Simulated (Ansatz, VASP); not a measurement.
One calculation of SrTiO3 (Tausonite), two programs

```
Sr Ti O
1.0
     3.93640    0.00000    0.00000
     0.00000    3.93640    0.00000
     0.00000    0.00000    3.93640
Sr Ti O
1 1 3
Direct
  0.50000 0.50000 0.50000
  0.00000 0.00000 0.00000
  0.50000 0.00000 0.00000
  0.00000 0.50000 0.00000
  0.00000 0.00000 0.50000
```

Alike in both runs: task relaxation of cell and atoms; functional PBE; dispersion D3(BJ); k mesh 8 × 8 × 8; occupations gaussian, width 0.02 eV; no spin polarisation.

```csv
,VASP,Ansatz
version,VASP 6.6.1,Ansatz 0.2.0
potentials or method,"VASP PAW PBE potentials, release 64 (Sr_sv, Ti_sv, O)","scalar-relativistic, plane waves, PAW"
plane-wave cutoff (eV),600,420
valence electrons in the cell,40,40
```

|  | VASP | Ansatz | Ansatz less VASP |
| --- | --- | --- | --- |
| gap on the k mesh at the Fermi level, each at its own relaxed structure (eV) | 1.85 | 1.88 | +0.035 |
| relaxed volume (Å³/atom) | 11.98 | 11.95 | -0.031 |
| relaxed cell length with the largest relative difference (Å) | 3.913 | 3.910 | -0.0034 |
| energy change over the relaxation (meV/atom) | -2 | -3 | -0.6 |

A k mesh can miss the band edges.
